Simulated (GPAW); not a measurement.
## Moving the volume of the cell in CdSe

```
CELL_PARAMETERS angstrom
4.30000 0.00000 0.00000
-2.15000 3.72391 0.00000
0.00000 0.00000 7.02000
ATOMIC_POSITIONS crystal
Cd 0.66667 0.33333 0.50000
Cd 0.33333 0.66667 0.00000
Se 0.66667 0.33333 0.88500
Se 0.33333 0.66667 0.38500
```

Kept alike: task dielectric tensor; functional PBE; k mesh 6 × 6 × 3; occupations fermi-dirac, width 0.001 eV; no spin polarisation. Program: GPAW, GPAW PAW data sets (gpaw-data 1.2.1), cutoff 500 eV. The mesh is that of the run's cell of 4 atoms. No spin-orbit coupling.

```csv
"volume of cell, f (times the cell shown)",free energy over the lowest row (meV/atom)
0.94,63.25
0.96,?
0.98,25.19
1,13.22
1.02,5.28
1.04,1.01
1.06,0.00
```

The cell shown is the unstrained one; x, y and z are its Cartesian axes; atoms keep their fractions.

Task: Fit the rows shown and predict the run at 0.96 times the cell shown.

Result: A least-squares parabola through the rows shown is free energy = 5117.86 f² - 10757.8 f + 5653.19 (largest miss 0.582); at f = 0.96 it gives 42.35 meV/atom. The run gave: free energy over the lowest row 41.73 meV/atom.
